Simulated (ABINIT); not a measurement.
# Ta (Im-3m) in ABINIT: single point with r2SCAN+D4

Aim: the single point of Ta with r2SCAN+D4.

Everything below comes from runs of ABINIT 10.8.3 (patched build). Logs are shortened: lines on timing, memory, paths and dates and some standing lists are left out, and cuts for length are marked. The log counts tension as positive stress, the text compression.

## Step 1: The undisturbed crystal

Symmetry: Im-3m, No. 229, cubic system. The conventional cell has a = 3.303 Å, b = 3.303 Å, c = 3.303 Å, α = 90.00°, β = 90.00°, γ = 90.00°. Around Ta (site symmetry m-3m) lie 8 Ta at 2.86 Å.

## Step 2: Single point, r2SCAN+D4, collinear spin, ferromagnetic start (cell strained at random at fixed volume)

File run.py:

```python
import json, os
import numpy as np
from ase.units import GPa
from ase.calculators.mixing import SumCalculator
from dftd4.ase import DFTD4
from ase.calculators.abinit import Abinit, AbinitProfile
from ase import Atoms

atoms = Atoms(['Ta'],
              cell=[[-1.611767, 1.623205, 1.646867], [1.649851, -1.617279, 1.679024], [1.652159, 1.657671, -1.64094]],
              scaled_positions=[[0.0, 0.0, 0.0]],
              pbc=True)
atoms.set_initial_magnetic_moments([0.5])

profile = AbinitProfile(command='abinit', pp_paths=[os.path.abspath('pseudos')])
params = dict(
    pps='pawxml', xc='PBE',
    chksymtnons=0,
    tolsym=1e-06,
    ecut=326.5366,
    pawecutdg=653.0733,
    kptopt=1,
    ngkpt=[11, 11, 11],
    nshiftk=1,
    shiftk=[0.5, 0.5, 0.5],
    chksymbreak=0,
    ixc=-497498,
    usekden=1,
    pawxcdev=0,
    nband=11,
    occopt=4,
    tsmear=0.136,
    nstep=100,
    tolvrs=1.0000000000000001e-07,
    prtwf=0,
    prtden=0,
)

atoms.calc = SumCalculator([Abinit(profile=profile, directory='run', **params), DFTD4(method='r2scan')])
energy = atoms.get_potential_energy()
forces = atoms.get_forces()
stress = atoms.get_stress()
print(f'energy {energy:.6f} eV')
print('forces (eV/A)')
print(np.round(forces, 5))
print('stress (GPa, Voigt, tension positive)', np.round(stress / GPa, 4))
json.dump(dict(energy=energy, forces=forces.tolist(), stress=stress.tolist(), cell=atoms.cell.tolist(), frac=atoms.get_scaled_positions(wrap=False).tolist()), open('results.json', 'w'))
```

Potentials or basis: JTH PAW PBE v2.0.

Command:

```
> python run.py
```

Standard output:

```text
energy -467.525077 eV
forces (eV/A)
[[-0. -0. -0.]]
stress (GPa, Voigt, tension positive) [2.3003 1.4175 3.0302 0.4045 1.6881 1.6365]
```

abinit.in:

```text
spinat
0.00000000000000 0.00000000000000 0.50000000000000
chksymbreak 0
chksymtnons 0
ecut 326.5366 eV
ixc -497498
kptopt 1
natom 1
nband 11
ngkpt
11 11 11
nshiftk 1
nsppol 2
nstep 100
occopt 4
pawecutdg 653.0733 eV
pawxcdev 0
prtden 0
prtwf 0
shiftk
0.5 0.5 0.5
tolsym 1e-06
tolvrs 1.0000000000000001e-07
tsmear 0.136 eV
usekden 1
#Definition of the unit cell
acell
1.00000000000000 1.00000000000000 1.00000000000000 Angstrom
rprim
-1.61176700000000 1.62320500000000 1.64686700000000
1.64985100000000 -1.61727900000000 1.67902400000000
1.65215900000000 1.65767100000000 -1.64094000000000
chkprim 0 # Allow non-primitive cells
#Definition of the atom types
ntypat 1
znucl 73
#Enumerate different atomic species
typat
 1
pseudos "./pseudos/Ta.GGA_PBE-JTH.xml"
#Definition of the atoms
xcart
0.00000000000000 0.00000000000000 0.00000000000000
chkexit 1 # abinit.exit file in the running directory terminates after the current SCF
```

abinit.abo:

```text
.Version 10.8.3 of ABINIT
 Symmetries : space group P-1 (#  2); Bravais aP (primitive triclinic)
================================================================================
 Values of the parameters that define the memory need of the present run
     intxc =       0    ionmov =       0      iscf =      17    lmnmax =      18
     lnmax =       6     mgfft =      18  mpssoang =       3    mqgrid =    3001
     natom =       1  nloc_mem =       2    nspden =       2   nspinor =       1
    nsppol =       2      nsym =       2    n1xccc =       1    ntypat =       1
    occopt =       4   xclevel =       2
       mpw =         248          nfft =        5832          nkpt =         666
 PAW method is used; the additional fine FFT grid is defined by:
   mgfftf=        24    nfftf =     13824
================================================================================
================================================================================

--------------------------------------------------------------------------------
------------- Echo of variables that govern the present computation ------------
--------------------------------------------------------------------------------
 -outvars: echo values of preprocessed input variables --------
            acell      1.8897261259E+00  1.8897261259E+00  1.8897261259E+00 Bohr
              amu      1.80947900E+02
          chkexit           1
          chkprim           0
      chksymbreak           0
      chksymtnons           0
             ecut      1.19999987E+01 Hartree
              ixc     -497498
                       outvar_i_n : Printing only first  50 k-points.
         kptrlatt       11    0    0      0   11    0      0    0   11
          kptrlen      5.85911329E+01
            natom           1
            nband          11
            ngfft          18      18      18
          ngfftdg          24      24      24
             nkpt         666
           nspden           2
           nsppol           2
            nstep         100
             nsym           2
           ntypat           1
                       prtocc : prtvol=0, do not print more k-points.
                       1.000000  1.000000  1.000000  1.000000  1.000000  1.000000
                       1.000000  0.000000  0.000000  0.000000  0.000000
                       1.000000  1.000000  1.000000  1.000000  1.000000  1.000000
                       1.000000  0.000000  0.000000  0.000000  0.000000
                       1.000000  1.000000  1.000000  1.000000  1.000000  1.000000
                       1.000000  0.000000  0.000000  0.000000  0.000000
                       1.000000  1.000000  1.000000  1.000000  1.000000  1.000000
                       1.000000  0.000000  0.000000  0.000000  0.000000
                       1.000000  1.000000  1.000000  1.000000  1.000000  1.000000
                       1.000000  0.000000  0.000000  0.000000  0.000000
                       1.000000  1.000000  1.000000  1.000000  1.000000  1.000000
                       1.000000  0.000000  0.000000  0.000000  0.000000
                       1.000000  1.000000  1.000000  1.000000  1.000000  1.000000
                       1.000000  0.000000  0.000000  0.000000  0.000000
                       1.000000  1.000000  1.000000  1.000000  1.000000  1.000000
                       1.000000  0.000000  0.000000  0.000000  0.000000
                       1.000000  1.000000  1.000000  1.000000  1.000000  1.000000
[... 68 lines left out ...]
                       1.000000  0.000000  0.000000  0.000000  0.000000
                       1.000000  1.000000  1.000000  1.000000  1.000000  1.000000
                       1.000000  0.000000  0.000000  0.000000  0.000000
                       1.000000  1.000000  1.000000  1.000000  1.000000  1.000000
                       1.000000  0.000000  0.000000  0.000000  0.000000
                       1.000000  1.000000  1.000000  1.000000  1.000000  1.000000
                       1.000000  0.000000  0.000000  0.000000  0.000000
                       1.000000  1.000000  1.000000  1.000000  1.000000  1.000000
                       1.000000  0.000000  0.000000  0.000000  0.000000
[... 150 lines left out ...]
 Radius=ratsph(iatom), smearing ratsm=  0.0000. Diff(up-dn)=approximate z local magnetic moment.
    Atom    Radius    up_density   dn_density  Total(up+dn)  Diff(up-dn)
    1 Ta   2.41973     5.310212     5.310213     10.620426    -0.000001
 ------------------------------------------------------------------------------------------------------------
  Sum:                 5.310212     5.310213     10.620426    -0.000001
 Total magnetization (from the atomic spheres):               -0.000001
 Total magnetization (exact up - dn):                         -0.000044

================================================================================

 ----iterations are completed or convergence reached----

 Mean square residual over all n,k,spin=   11.681E-07; max=  10.484E-04
 reduced coordinates (array xred) for    1 atoms
       0.000000000000      0.000000000000      0.000000000000
 rms dE/dt=  0.0000E+00; max dE/dt=  0.0000E+00; dE/dt below (all hartree)
    1       0.000000000000      0.000000000000      0.000000000000

 cartesian coordinates (angstrom) at end:
    1      0.00000000000000     0.00000000000000     0.00000000000000

 cartesian forces (hartree/bohr) at end:
    1     -0.00000000000000    -0.00000000000000    -0.00000000000000
 frms,max,avg= 0.0000000E+00 0.0000000E+00   0.000E+00  0.000E+00  0.000E+00 h/b

 cartesian forces (eV/Angstrom) at end:
    1     -0.00000000000000    -0.00000000000000    -0.00000000000000
 frms,max,avg= 0.0000000E+00 0.0000000E+00   0.000E+00  0.000E+00  0.000E+00 e/A
 length scales=  1.889726125908  1.889726125908  1.889726125908 bohr
              =  1.000000000000  1.000000000000  1.000000000000 angstroms
 Fermi (or HOMO) energy (hartree) =   0.03436   Average Vxc (hartree)=  -0.48955
 Magnetization (Bohr magneton)=  4.38020912E-05
 Total spin up =  6.49997810E+00   Total spin down =  6.50002190E+00
 Eigenvalues (hartree) for nkpt= 666  k points, SPIN UP:
 kpt#   1, nband= 11, wtk=  0.00150, kpt=  0.0455  0.0455  0.0455 (reduced coord)
  -2.50171   -1.23007   -1.22359   -1.22207   -0.25005    0.04410    0.05156    0.09959
   0.18554    0.19341    0.63349
      occupation numbers for kpt#   1
   1.00000    1.00000    1.00000    1.00000    1.00000    0.00235    0.00001    0.00000
   0.00000    0.00000    0.00000
 prteigrs : prtvol=0 or 1, do not print more k-points.

 Eigenvalues (hartree) for nkpt= 666  k points, SPIN DOWN:
 kpt#   1, nband= 11, wtk=  0.00150, kpt=  0.0455  0.0455  0.0455 (reduced coord)
  -2.50171   -1.23007   -1.22359   -1.22208   -0.25007    0.04410    0.05157    0.09961
   0.18553    0.19339    0.63343
      occupation numbers for kpt#   1
   1.00000    1.00000    1.00000    1.00000    1.00000    0.00235    0.00001    0.00000
   0.00000    0.00000    0.00000
 prteigrs : prtvol=0 or 1, do not print more k-points.

--- !EnergyTerms
iteration_state     : {dtset: 1, }
comment             : Components of total free energy in Hartree
kinetic             :  5.95765893844267E+00
hartree             :  7.83407608204837E+00
xc                  : -7.55976712670039E+00
Ewald energy        : -4.92681168051867E+01
psp_core            :  8.22625962881384E+00
local_psp           : -7.32450613120508E+00
PAW spherical_terms :  2.49567054545300E+01
internal            : -1.71776899592572E+01
'-kT*entropy'       :  5.11798550680226E-05
total_energy        : -1.71776387794022E+01
total_energy_eV     : -4.67427363620254E+02
...

--- !EnergyTermsDC
iteration_state     : {dtset: 1, }
comment             : '"Double-counting" decomposition of free energy'
band_energy         : -1.26815927232468E+01
Ewald energy        : -4.92681168051867E+01
psp_core            :  8.22625962881384E+00
xc_dc               : -1.13844153761522E+01
PAW spherical_terms :  4.79303644545188E+01
internal            : -1.71775008212531E+01
'-kT*entropy'       :  5.11798550680226E-05
total_energy_dc     : -1.71774496413980E+01
total_energy_dc_eV  : -4.67422216912968E+02
...

--- !EnergyTermsWithPAWCore
iteration_state     : {dtset: 1, }
comment             : 'Components of total free energy, including PAW core contributions'
Total energy        : -1.56053727119081E+04
Total energy DC     : -1.56053725227701E+04
Total energy (eV)   : -4.24643824376224E+05
Total energy DC (eV): -4.24643819229516E+05
...

 Cartesian components of stress tensor (hartree/bohr^3)
  sigma(1 1)=  5.14081131E-05  sigma(3 2)=  1.37494116E-05
  sigma(2 2)=  2.13994226E-05  sigma(3 1)=  5.73830009E-05
  sigma(3 3)=  7.62189320E-05  sigma(2 1)=  5.56284788E-05

-Cartesian components of stress tensor (GPa)         [Pressure= -1.4615E+00 GPa]
- sigma(1 1)=  1.51247891E+00  sigma(3 2)=  4.04521656E-01
- sigma(2 2)=  6.29592751E-01  sigma(3 1)=  1.68826617E+00
- sigma(3 3)=  2.24243840E+00  sigma(2 1)=  1.63664635E+00

== END DATASET(S) ==============================================================
================================================================================

 -outvars: echo values of variables after computation  --------
            acell      1.8897261259E+00  1.8897261259E+00  1.8897261259E+00 Bohr
           etotal     -1.7177449641E+01
            fcart     -0.0000000000E+00 -0.0000000000E+00 -0.0000000000E+00
            rprim     -1.6117670000E+00  1.6232050000E+00  1.6468670000E+00
                       1.6498510000E+00 -1.6172790000E+00  1.6790240000E+00
                       1.6521590000E+00  1.6576710000E+00 -1.6409400000E+00
           strten      5.1408113139E-05  2.1399422647E-05  7.6218932039E-05
                       1.3749411616E-05  5.7383000941E-05  5.5628478798E-05
 Calculation completed.
```

It took 2.9 min on 1 thread of Intel Xeon 6975P-C (Granite Rapids), shared host; peak memory 0.22 GiB.

Results:

```yaml
Free_energy: -467.5199 eV
Band_gap_on_the_k_mesh: none (metal or under the smearing width)
Net_moment: 0.00 μB per cell
Valence_electrons_inside_the_program's_atomic_spheres: Ta 10.62 (radii [1.2805] Å)
Dispersion_energy_per_atom: -0.098 eV
```

Caveat: the cutoff is too short for stress, so the log's stress isn't used; totals of a meta-GGA on PAW files have another zero than those of a GGA; the PAW data sets were made with another functional, which shifts forces and pressure a little; pairwise dispersion overbinds metals, which lowers pressure and volume.
